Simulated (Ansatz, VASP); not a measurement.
One calculation of W, two programs

File INCAR:

```
SYSTEM = W
PREC = Accurate ; ENCUT = 520
EDIFF = 1E-7 ; ISMEAR = 0
SIGMA = 0.1 ; LREAL = .FALSE.
LASPH = .TRUE. ; NELM = 60
ALGO = Normal ; ISIF = 2
LWAVE = .FALSE. ; LCHARG = .TRUE.
GGA = PS ; LELF = .TRUE.
LVHAR = .TRUE. ; NBANDS = 13
```

The input KPOINTS:

```
regular mesh
0
G
  8 8 8
  0 0 0
```

The input POSCAR:

```
W
1.0
   -1.5851577801      1.5851577801      1.5851577801
    1.5851577801     -1.5851577801      1.5851577801
    1.5851577801      1.5851577801     -1.5851577801
W
1
Direct
    0.0000000000      0.0000000000      0.0000000000
```

Input for Ansatz:

```yaml
crystal:
  lattice:
    - [-1.5851577801, 1.5851577801, 1.5851577801]
    - [1.5851577801, -1.5851577801, 1.5851577801]
    - [1.5851577801, 1.5851577801, -1.5851577801]
  atoms:
    - { symbol: W, position: [0.0, 0.0, 0.0] }
basis:
  ecutwfc: 420
kpoints:
  mp_grid: { grid: [8, 8, 8] }
hamiltonian:
  xc: pbesol
scf:
  occupations: { method: gaussian, width: 0.1 }
output:
  forces: true
  stress: true
  eigenvalues: true
```

Alike in both runs: task single point; functional PBEsol; k mesh 8 × 8 × 8; occupations gaussian, width 0.1 eV; no spin polarisation.

|  | VASP | Ansatz |
| --- | --- | --- |
| version | VASP 6.6.1 | Ansatz 0.2.0 |
| potentials or method | VASP PAW PBE potentials, release 64 (W_sv) | scalar-relativistic, plane waves, PAW |
| plane-wave cutoff (eV) | 520 | 420 |
| valence electrons in the cell | 14 | 14 |

```tsv
	VASP	Ansatz	Ansatz less VASP
gap on the k mesh at the Fermi level (eV)	none	none	-
pressure (GPa)	-3.8	-4.4	-0.57
```

A gap of «none» marks a metal or a gap that the smearing closes. The functional is the same, so the differences come from potentials, cutoffs and numerics.

Caveats: the PAW data sets were made with another functional, which shifts forces and pressure a little (VASP). The runs have no spin-orbit coupling, so splittings on W are missing.
